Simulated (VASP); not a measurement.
Here is a VASP 6.6.1 calculation.

Contents of INCAR:

```
  ALGO = Fast
  EDIFF = 1E-7
  ENCUT = 520
  GGA = PE
  ISIF = 2
  ISMEAR = 0
  LASPH = T
  LCHARG = T
  LELF = T
  LREAL = F
  LVACPOTAV = T
  LVHAR = T
  LWAVE = F
  NELM = 80
  PREC = Accurate
  SIGMA = 0.1
```

The input KPOINTS:

```
k-points
0
Gamma
  12 8 1
```

File POSCAR:

```
Au
1.0
    4.0780000000      0.0000000000      0.0000000000
    0.0000000000      2.8835814537      0.0000000000
    0.0000000000      0.0000000000     25.5343258147
Au
9
Direct
    0.0000000000      0.0000000000      0.2741407802
    0.5000000000      0.5000000000      0.3306055851
    0.0000000000      0.0000000000      0.3870703901
    0.5000000000      0.5000000000      0.4435351950
    0.0000000000      0.0000000000      0.5000000000
    0.5000000000      0.5000000000      0.5564648050
    0.0000000000      0.0000000000      0.6129296099
    0.5000000000      0.5000000000      0.6693944149
    0.0000000000      0.0000000000      0.7258592198
```

Potentials or basis: VASP PAW PBE potentials, release 64 (Au).

The run is started by

```console
$ cat potpaw_PBE.64/Au/POTCAR > POTCAR
$ mpirun -np 1 vasp_std > vasp.out
```

(1) Estimate the largest force.

(2) Predict the band gap on the k mesh.

## Answers

(1) 0.632 eV/Å.

(2) none (metal or under the smearing width).
